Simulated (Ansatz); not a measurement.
Consider the substitution at a C–O bond: `C[O][Sn][NH2]` + `CC(=O)O` → `COC(C)=O` + `[NH2][Sn][OH]`.

Isolated molecules relaxed with PBE0-D4/def2-TZVP in Ansatz; ΔE leaves out vibrations. CCSD(T)/CBS is the MP2 limit (def2-TZVPP, def2-QZVPP) plus CCSD(T) − MP2 in def2-TZVPP, frozen cores. DFT in def2-TZVPP. Elements past krypton have def2 core potentials. For Sn outer-core shells are correlated without core-valence functions, which leaves a few kJ/mol of doubt a bond. Each species was taken in one conformer, which may not be the lowest.

```csv
level,ΔE (kJ/mol)
LDA (SPW92),-8.5
r2SCAN0,-11.3
```

(1) What does CCSD(T)/CBS give? (Best estimate.)

Largest T1 diagnostic among the species: 0.017.

Answers

(1) Ansatz gave: -12.4 kJ/mol. The listed levels differ from it by 3.9, 1.1 kJ/mol.

At CCSD(T), def2-SVP lies +10.1 kJ/mol from the extrapolated value and def2-TZVPP +0.7 kJ/mol. Leaving LDA and LC-ωPBE aside and taking each functional with its dispersion term where it has one, the values, not all of them listed here, spread over 4.8 kJ/mol, from ωB97X-V to revPBE-D4.

CCSD(T)/CBS has its own doubt, a few kJ/mol and more with outer-core shells, so smaller differences from it don't rank the levels.
